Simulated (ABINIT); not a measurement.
Here is an ABINIT 10.8.3 (patched build) calculation.

File run.py:

```python
import json, os
import numpy as np
from ase.units import GPa
from ase.calculators.abinit import Abinit, AbinitProfile
from ase.io import read

atoms = read('POSCAR')
atoms.set_initial_magnetic_moments([4.0])

profile = AbinitProfile(command='abinit', pp_paths=[os.path.abspath('pseudos')])
params = dict(
    pps='pawxml', xc='PBE',
    ecut=544.2277,
    pawecutdg=1088.4554,
    kptopt=1,
    ngkpt=[9, 9, 9],
    nshiftk=1,
    shiftk=[0.0, 0.0, 0.0],
    ixc=11,
    nband=16,
    occopt=3,
    tsmear=0.05,
    nstep=100,
    tolvrs=1e-09,
    prtwf=0,
    prtden=0,
)

atoms.calc = Abinit(profile=profile, directory='run', **params)
energy = atoms.get_potential_energy()
forces = atoms.get_forces()
stress = atoms.get_stress()
print(f'energy {energy:.6f} eV')
print('forces (eV/A)')
print(np.round(forces, 5))
print('stress (GPa, Voigt, tension positive)', np.round(stress / GPa, 4))
json.dump(dict(energy=energy, forces=forces.tolist(), stress=stress.tolist(), cell=atoms.cell.tolist(), frac=atoms.get_scaled_positions(wrap=False).tolist()), open('results.json', 'w'))
```

POSCAR

```
Pm
1.0
    0.0000000000      2.5841748100      2.5841748100
    2.5841748100      0.0000000000      2.5841748100
    2.5841748100      2.5841748100      0.0000000000
Pm
1
Direct
    0.0000000000      0.0000000000      0.0000000000
```

Potentials or basis: JTH PAW PBE v2.0.

Run with:

```bash
$ python run.py
```

(1) Estimate the band gap on the k mesh.

(2) Estimate the site moments.

(3) Predict the net moment.

## Answers

(1) none (metal or under the smearing width).

(2) Pm +4.66 μB.

(3) 5.38 μB per cell.

Caveat: the magnetic or orbital state may not be the lowest; spin-orbit coupling is left out, which moves the levels of the heavy elements.
